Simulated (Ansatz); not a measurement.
# TiO₂: do energies and stresses tell the same story?

All numbers below come from DFT PBE, scalar-relativistic, plane waves, PAW (Ansatz 0.2.0).

Settings: cutoff 420 eV, Γ-centred mesh 10×10×10 on the computed 6-atom cell, Gaussian smearing of 0.02 eV; no spin polarisation.

Relaxed cell: I4_1/amd, a = 3.799 Å, b = 3.799 Å, c = 9.697 Å, α = 90.00°, β = 90.00°, γ = 90.00°, 6 atoms in the primitive cell.

Energies at zero smearing and pressures from the stress tensor, at volumes with shape and atoms relaxed:
```tsv
V (Å³/atom)	E − E(first) (meV/atom)	P (GPa)
10.264	0.00	25.28
10.614	-47.17	18.06
10.964	-79.32	11.58
11.314	-97.81	5.51
11.664	-103.73	0.02
12.014	-98.35	-4.90
12.364	-82.81	-9.25
12.830	-48.44	-14.21
```

Problem. Check P = −dE/dV between neighbouring volumes, and get the bulk modulus from the pressures alone.

Solution. With 1 eV/Å³ = 160.2 GPa:
```csv
middle V (Å³/atom),−ΔE/ΔV (GPa),mean P (GPa)
10.439,21.599,21.666
10.789,14.721,14.820
11.139,8.466,8.545
11.489,2.709,2.762
11.839,-2.462,-2.439
12.189,-7.117,-7.075
12.597,-11.802,-11.730
```

The two differ by 0.10 GPa at most. The mean of two end pressures misses the average over a step by about ΔV² P″/12, up to 0.09 GPa here; with that taken off 0.05 GPa remains, from the finite cutoff, the mesh or the relaxation's tolerance. Around V = 11.664 Å³/atom, the two neighbours give B = −V ΔP/ΔV = 11.664 × 10.40 / 0.700 = 173.4 GPa, against B0 = 171.0 GPa from the Birch–Murnaghan fit of the energies.

A ferromagnetic start lost its moments in a first run, so spin was left out; other magnetic orders weren't tried.